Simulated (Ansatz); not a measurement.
**CdS under changes of volume**

One of the cells (45.635 Å³/atom); the others are scaled copies at fixed shape and fractional positions:

```xyz
2
Lattice="4.2612 0.0000 0.0000 -2.1306 3.6903 0.0000 0.0000 0.0000 5.8042" Properties=species:S:1:pos:R:3 pbc="T T T"
Cd    0.0000    0.0000    2.5695
S     2.1306    1.2301    2.5208
```

Measurements of this composition are mostly on another form, of space group No. 186.

```yaml
Program: Ansatz 0.2.0
Functional: PBE
Potentials_or_basis: all-electron LAPW, scalar-relativistic
Cutoff: 284 eV (chosen from the basis error)
Basis_error_allowed: 0.0005 eV/atom
k_mesh: 7 × 7 × 5
Occupations: fermi-dirac, width 0.05 eV
Spin: no spin polarisation
```

```tsv
volume (Å³/atom)	energy over the lowest point (meV/atom)	pressure (GPa)	gap on the mesh (eV)	largest force (eV/Å)
42.897	11.87	1.7	1.57	0.012
43.810	4.17	1.0	1.54	0.006
44.722	0.35	0.4	1.51	0.000
45.635	0.00	-0.2	1.47	0.005
46.548	2.75	-0.7	1.43	0.010
47.460	?	?	?	?
48.373	16.28	-1.6	1.31	0.017
```

**Question.** What does the run at 47.460 Å³/atom give?

**Answer.** Energy over the lowest point 8.28 meV/atom; pressure -1.2 GPa; gap on the mesh 1.38 eV; largest force 0.014 eV/Å.

Worked out: A Birch-Murnaghan fit of order 3 (a polynomial in V^(-2/3)) to the other rows has its minimum at 45.27 Å³/atom with B0 = V·E''(V) = 28 GPa and B' = 4.5 at fixed shape and positions, which overstates the stiffness. It gives 8.27 meV/atom at 47.460 Å³/atom, against the run's 8.28, and -dE/dV = -1.2 GPa, against -1.2. A parabola through the other rows of the gap, of slope -2.94 eV per unit of ln V there, gives 1.37 eV, against the run's 1.38.

Energies are extrapolated to zero smearing.

Caveats: an odd mesh through Γ misses points on the zone boundary, where band edges often lie. Spin-orbit coupling on Cd is left out.

The runs don't all hold the same shells in valence.
